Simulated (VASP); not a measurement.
AlAs, 2 atoms in the cell. It takes space group F-43m (No. 216, cubic). The conventional cell has a = 5.676 Å, b = 5.676 Å, c = 5.676 Å, α = 90.00°, β = 90.00°, γ = 90.00°. Al (site symmetry -43m) is surrounded by 4 As at 2.46 Å. As (site symmetry -43m) is surrounded by 4 Al at 2.46 Å. The cell is a database's computed one.

```yaml
Program: VASP 6.6.1
Task: relaxation of cell and atoms
Functional: r2SCAN
Dispersion: rVV10
Potentials_or_basis: VASP PAW PBE potentials, release 64 (Al, As)
Cutoff: 600 eV
k_mesh: 8 × 8 × 8
Occupations: gaussian, width 0.02 eV
Spin: no spin polarisation
Further_INCAR_settings: ALGO = Normal; EDIFF = 1e-07; IBRION = 2; EDIFFG = -0.005; NSW = 90; ISIF = 3
```

Potentials or basis: VASP PAW PBE potentials, release 64 (Al, As).

The run is started by

```sh
$ cat potpaw_PBE.64/Al/POTCAR potpaw_PBE.64/As/POTCAR > POTCAR
$ mpirun -np 1 vasp_std > vasp.out
```

Hardware: 1 thread of Intel(R) Xeon(R) Platinum 8259CL CPU @ 2.50GHz (Skylake/Cascade Lake) (shared host).

Estimate the wall time of this run.

Run time: 4.2 min on 1 thread of Intel(R) Xeon(R) Platinum 8259CL CPU @ 2.50GHz (Skylake/Cascade Lake), on a shared host, peak memory 0.33 GiB. Counts: scf iterations 35, k points 29, ion steps 3.
